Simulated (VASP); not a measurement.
# MgH2 in VASP: relaxing the cell with several functionals

One table from this session's results is given with a row withheld; the runs are named, their logs left out.

The runs shown are made with VASP 6.6.1. PAW datasets, plane waves, zero pressure. The calculation is spin-unpolarised, and the structure need not be a phase that has been made.

## The system as given

It is cubic, Fm-3m (No. 225); a = 4.194 Å in the conventional setting, 6.15 Å³ an atom. Near Mg stand 8 H at 1.82 Å; near H stand 4 Mg at 1.82 Å.

Coordinates:

```xyz
3
Lattice="0.0000 2.0970 2.0970 2.0970 0.0000 2.0970 2.0970 2.0970 0.0000" Properties=species:S:1:pos:R:3 pbc="T T T"
Mg    0.0000    0.0000    0.0000
H     1.0485    1.0485    1.0485
H     3.1454    3.1454    3.1454
```

The first run:

INCAR

```
ENCUT = 600.000000
SIGMA = 0.020000
EDIFF = 1.00e-07
EDIFFG = -5.00e-03
GGA = PE
PREC = Accurate
IBRION = 2
ISIF = 3
ISMEAR = -1
NBANDS = 9
NELM = 120
NSW = 40
LASPH = .TRUE.
LCHARG = .FALSE.
LWAVE = .FALSE.
LREAL = .FALSE.
```

KPOINTS

```
KPOINTS created by Atomic Simulation Environment
0
Gamma
10 10 10
0 0 0
```

POSCAR

```
Mg H
 1.0000000000000000
     0.0000000000000000    2.0969653454000001    2.0969653454000001
     2.0969653454000001    0.0000000000000000    2.0969653454000001
     2.0969653454000001    2.0969653454000001    0.0000000000000000
 Mg  H
   1   2
Cartesian
  0.0000000000000000  0.0000000000000000  0.0000000000000000
  1.0484826727000001  1.0484826727000001  1.0484826727000001
  3.1454480181000002  3.1454480181000002  3.1454480181000002
```

The run uses the recommended PBE PAW datasets (4 valence electrons a neutral cell).

Command:

```console
$ mpirun -np 1 vasp_std
```

Steps of the session up to this table: PBE: cell and atoms; Relaxing with r2SCAN; Relaxing with PBEsol; Relaxing with LDA.

One table of the session follows, with a row left open; its other results are not shown here.

| level | a (Å) | volume (Å³/atom) | Ansatz: volume (Å³/atom) |
| --- | --- | --- | --- |
| PBE | 4.749 | 8.928 | 8.983 |
| r2SCAN | 4.718 | 8.752 | 8.818 |
| PBEsol | 4.720 | 8.761 | 8.790 |
| LDA | ? | ? | ? |

Estimate the missing values for LDA.

The run gave: a (Å): 4.656; volume (Å³/atom): 8.411; Ansatz: volume (Å³/atom): 8.499. In the column «a (Å)» it is the lowest.

What this shows: The PBE run changed the volume by +45.2 % from its own start of 6.15 Å³/atom. LDA gives the smallest cell and PBE the largest, 6.1 % apart in volume. LDA's volume lies 5.8 % below PBE's. The two programs differ by at most 1.05 % in volume, much less than the spread of the functionals. Datasets and cutoffs are each program's own. VASP's cell holds 4 valence electrons and Ansatz's 12. LDA means the Perdew–Zunger form in VASP and the Perdew–Wang form in Ansatz.
